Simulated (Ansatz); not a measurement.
# How fast does H move in GaN?

Computed with Ansatz, DFT PBE, scalar-relativistic, plane waves, PAW. Settings: 420 eV cutoff, 3×3×3 k-mesh, Gaussian smearing of 0.02 eV, no spin polarisation.

Host crystal, relaxed:

```
CELL_PARAMETERS angstrom
3.21837 0.00000 0.00000
-1.60919 2.78719 0.00000
0.00000 0.00000 5.24317
ATOMIC_POSITIONS crystal
Ga 0.66667 0.33333 0.49913
Ga 0.33333 0.66667 0.99913
N 0.66667 0.33333 0.87587
N 0.33333 0.66667 0.37587
```

In a supercell of 12 host sites with charge +1, interstitial H hops to an equivalent place, moving 1.25 Å. Climbing-image nudged elastic band at fixed cell; the order of the saddle wasn't checked, and the small cell leaves errors of about a tenth of an eV. Zero-point motion and tunnelling, which matter for H, are left out.

| image | path (Å) | E − E(0) (eV) |
| --- | --- | --- |
| 0 | 0.00 | 0.000 |
| 1 | 0.28 | 0.054 |
| 2 | 0.56 | 0.453 |
| 3 | 0.84 | 0.966 |
| 4 | 1.12 | 0.454 |
| 5 | 1.40 | 0.055 |
| 6 | 1.68 | 0.000 |

What are the barriers forward and back, and what attempt frequency does the shape suggest?

Forward 0.97 eV, back 0.97 eV, the ends being level. For a sinusoidal profile E_b sin²(πx/l), with the H atom alone moving, ν = (1/l)√(E_b/2m) = 5.4×10¹³ s⁻¹, within an order of magnitude of the customary 10¹³ s⁻¹; a true prefactor needs the vibrations at the minimum and at the saddle.

With ν = 10¹³ s⁻¹, give the forward jump rate along this one path, the wait 1/k for that jump, the diffusivity D ≈ l²k and the distance √(Dt) covered in an hour at 300, 600 and 1000 K, taking the host as solid throughout.

k = ν exp(−E_b/k_BT):
```
T (K) k (1/s) wait (s) D (cm²/s)  √(Dt) in 1 h (nm)
  300  5.9×10⁻⁴      1688  9.3×10⁻²⁰               0.18
  600   7.7×10⁴  1.3×10⁻⁵  1.2×10⁻¹¹               2087
 1000   1.4×10⁸  7.4×10⁻⁹   2.1×10⁻⁸            8.8×10⁴
```

D = l²k holds for six equivalent jumps in three dimensions (z l²k/6) and is a scale otherwise. Long-range transport needs a connected net of such jumps, and traps slow it. D is that of an interstitial already there. An error of 0.1 eV in the barrier changes k by a factor of 48 at 300 K and 3.2 at 1000 K.

Cost: 1 run of about 18 core-minutes, on Arm Neoverse N1 (shared hosts).